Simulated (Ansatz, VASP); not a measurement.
**Pt in VASP and in Ansatz**

```
Pt
1.0
     0.00000    2.00195    2.00195
     1.95790    0.04405    1.95790
     1.95790    1.95790    0.04405
Pt
1
Direct
  0.00000 0.00000 0.00000
```

Change from the starting cell: strain +0.0450 x Voigt [0, 0, 0, 1, 0, 0], atoms carried along.

Alike in both runs: task single point; functional PBE; k mesh 10 × 10 × 10; occupations gaussian, width 0.15 eV; no spin polarisation.

|  | VASP | Ansatz |
| --- | --- | --- |
| version | VASP 6.6.1 | Ansatz 0.2.0 |
| potentials or method | VASP PAW PBE potentials, release 64 (Pt) | scalar-relativistic, plane waves, PAW |
| plane-wave cutoff (eV) | 520 | 420 |
| valence electrons in the cell | 10 | 18 |

|  | VASP | Ansatz | Ansatz less VASP |
| --- | --- | --- | --- |
| gap on the k mesh at the Fermi level (eV) | none | none | - |
| pressure (GPa) | 11.8 | 12.4 | +0.57 |
| largest component of the traceless stress (GPa) | 4.09 | 4.07 | -0.020 |

A gap of «none» marks a metal or a gap that the smearing closes. The two sets of potentials don't hold the same shells in valence.

Spin-orbit coupling is left out, which matters for the levels of Pt.
